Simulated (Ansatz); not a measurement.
## Ideal shear of a crystal plane in AgCl

The calculation used Ansatz 0.2.0, DFT PBE, scalar-relativistic, plane waves, PAW. Cutoff 420 eV, Γ-centred 7×5×3 k-points, Gaussian smearing of 0.05 eV. No spin polarisation. Energies are free energies at this smearing, counted from the undisturbed cell; pressure is positive in compression.

The undisturbed cell (relaxed at this level):

```
Ag Cl
1.0
     0.00000   -3.96806    0.00000
     0.27473    0.00000   -5.60511
    11.89291    0.00000    0.59122
Ag Cl
6 6
Direct
  0.75000 0.74961 0.75010
  0.75000 0.74961 0.08343
  0.75000 0.74961 0.41677
  0.25000 0.25039 0.91653
  0.25000 0.25039 0.24987
  0.25000 0.25039 0.58320
  0.25000 0.75029 0.91663
  0.25000 0.75029 0.24997
  0.25000 0.75029 0.58330
  0.75000 0.24971 0.75000
  0.75000 0.24971 0.08333
  0.75000 0.24971 0.41667
```

The cut lies on the cell's a–b face, a (1 0 0) plane (indices in the standard cell, whose axes needn't be the Cartesian ones shown) of area 22.27 Å², between layers 1.99 Å apart. Vector c is tilted by f times 0·a + 1·b (length 5.612 Å) with the atoms' Cartesian places fixed: one unrelaxed fault a cell. The traction is dγ/du, the slope of γ against the slip u in Å.

```csv
f,γ (mJ/m²),traction (GPa)
0.0000,0,0.0
0.0833,40,1.8
0.1667,169,3.8
0.2500,392,5.7
0.3333,685,6.5
0.4167,945,4.2
0.5000,1042,0.0
0.5833,949,-4.1
0.6667,690,-6.4
0.7500,397,-5.7
0.8333,173,-3.8
0.9167,42,-1.8
```

Read off the first barrier and the stress needed to climb it, and compare with Frenkel's sinusoid.

The first sampled maximum lies at f = 0.500, a slip of 2.81 Å, with γ ≈ 1042 mJ/m², which stands in for the unstable fault energy γ_us, and the steepest sampled slope before it is 6.5 GPa. A sinusoid γ = γ_us sin²(πu/λ) with its maximum there has λ = 5.61 Å and a largest slope πγ_us/λ = 5.8 GPa (1 mJ/m² per Å = 0.01 GPa).

Is there a metastable fault on this line?

Apart from points where γ returns to about zero, no local minimum shows among the samples, so at this sampling the line offers no fault for a dislocation to split on; a fault can still lie off the line.

The cut is rigid; relaxing the faces lowers these energies and usually the stresses.

The gap closes along the scan, which can put kinks into the curve.

Cost: 12 runs of about 9.8 core-minutes in all, on Arm Neoverse V1 (shared hosts).